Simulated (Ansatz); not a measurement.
All numbers below come from DFT PBE, scalar-relativistic, plane waves, PAW (Ansatz). Settings: cutoff 420 eV, Γ-centred meshes spaced at most about 0.3 Å⁻¹, and about 0.25 Å⁻¹ or finer for metals (2π included), Gaussian smearing. No spin polarisation in the final relaxations.

These are static total energies at zero pressure. All come from trial cells, and lower structures may exist.

Task: These unrelaxed guesses for As are each relaxed within their symmetry. Order them by the energy at which they end, lowest first.
A.

```
As
1.0
    -2.62724    2.62724    2.62724
     2.62724   -2.62724    2.62724
     2.62724    2.62724   -2.62724
As
3
Cartesian
  2.6272 0.0000 0.0000
  0.0000 2.6272 0.0000
  0.0000 0.0000 2.6272
```

B.

```
As
1.0
     1.69936   -1.99147    0.00000
     1.69936    1.99147    0.00000
     0.00000    0.00000    3.59521
As
1
Direct
  0.00000 0.00000 0.00000
```

C.

```
As
1.0
     2.64753    0.00000    0.00000
    -1.32377    2.29283    0.00000
     0.00000    0.00000    4.27604
As
2
Direct
  0.33333 0.66667 0.00000
  0.66667 0.33333 0.00000
```

Result: B (ends in Pm-3m, simple cubic type, 0 meV/atom), C (ends in P6/mmm, 108 meV/atom), A (ends in Im-3m, 0.51 eV/atom).

Cells relaxed within their symmetry can be saddle points. The part of the Crystallography Open Database at hand lists As in space groups No. 64, 166; no cell shown has one of them. Some types were kept out of the candidates beforehand, so the set may lack a known form.
